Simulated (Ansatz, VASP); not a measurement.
# CuI (Marshite) in VASP and in Ansatz

The input INCAR:

```
PREC = Accurate
ENCUT = 520
EDIFF = 1E-6
ISMEAR = 0
SIGMA = 0.1
LREAL = F
LASPH = T
NELM = 100
ALGO = Normal
ISIF = 2
LWAVE = F
LCHARG = F
GGA = RP
NBANDS = 16
```

File KPOINTS:

```
Automatic mesh
0
Gamma
  8 8 8
```

File POSCAR:

```
CuI
1.0
    0.0000000000      3.0315000000      3.0315000000
    3.0315000000      0.0000000000      3.0315000000
    3.0315000000      3.0315000000      0.0000000000
I Cu
1 1
Direct
    0.0000000000      0.0000000000      0.0000000000
    0.2500000000      0.2500000000      0.2500000000
```

input.yaml

```yaml
crystal:
  lattice:
    - [0.0, 3.0315, 3.0315]
    - [3.0315, 0.0, 3.0315]
    - [3.0315, 3.0315, 0.0]
  atoms:
    - { symbol: I, position: [0.0, 0.0, 0.0] }
    - { symbol: Cu, position: [0.25, 0.25, 0.25] }
hamiltonian:
  xc: rpbe
  pseudopotentials: { kind: paw }
kpoints:
  mp_grid: { grid: [8, 8, 8] }
scf:
  occupations: { method: gaussian, width: 0.1 }
output:
  forces: true
  stress: true
  eigenvalues: true
```

Alike in both runs: task single point; functional RPBE; k mesh 8 × 8 × 8; occupations gaussian, width 0.1 eV; no spin polarisation.

```csv
,VASP,Ansatz
version,VASP 6.6.1,Ansatz 0.2.0
potentials or method,"VASP PAW PBE potentials, release 64 (I, Cu)",Ansatz PAW
plane-wave cutoff (eV),520,420
valence electrons in the cell,18,36
```

```csv
,VASP,Ansatz,Ansatz less VASP
gap on the k mesh at the Fermi level (eV),1.28,1.26,-0.017
least direct gap on the mesh (eV),1.28,1.26,-0.017
pressure (GPa),2.4,2.4,-0.05
```

The two sets of potentials don't hold the same shells in valence.

Caveats: spin-orbit coupling is left out, which moves the levels of the heavy elements; the PAW data sets were made with another functional, which shifts forces and pressure a little (VASP); the PAW data sets come from PBE, with cores solved anew for the run's functional, which leaves a small shift of forces and pressure (Ansatz).
